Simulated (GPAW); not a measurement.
The system is CdS (Greenockite).

```
CELL_PARAMETERS angstrom
4.15000 0.00000 0.00000
-2.07500 3.59401 0.00000
0.00000 0.00000 6.73700
ATOMIC_POSITIONS crystal
Cd 0.66667 0.33333 0.50000
Cd 0.33333 0.66667 0.00000
S 0.66667 0.33333 0.87500
S 0.33333 0.66667 0.37500
```

Program: GPAW 26.7.0. Alike in all runs: cell as given; smearing fermi-dirac 0.05 eV. Hardware: 1 thread of Arm Neoverse V1 (shared host).

Q: Order these runs on this cell by their wall time, lowest first.
A. task band structure; level M06-L; potentials or basis GPAW PAW data sets (gpaw-data 1.2.1), pw; spin SOC, no magnetisation; k mesh 5 × 5 × 3; cutoff (eV) 600; maxiter 150; band path GMKGALHA,LM,KH; band points 80; spin axis theta (degrees) 0
B. task band structure; level PBE; potentials or basis GPAW PAW data sets (gpaw-data 1.2.1), newer versions, pw; spin off; k mesh 5 × 5 × 3; cutoff (eV) 600; maxiter 150; band path GMKGALHA,LM,KH; band points 80; data set S v3
C. task single point; level LDA; potentials or basis the program's PAW data sets (release 1.2.1) made for this functional, newer versions, pw; spin off; k mesh 6 × 6 × 3; cutoff (eV) 450; maxiter 80; data set S v3

A: C (27 s), B (160 s), A (750 s).

Caveats: spin-orbit coupling was added after a scalar SCF, so levels and gaps hold it while energy, forces, pressure and moments don't (some runs).

Not every run made on this cell is shown here.
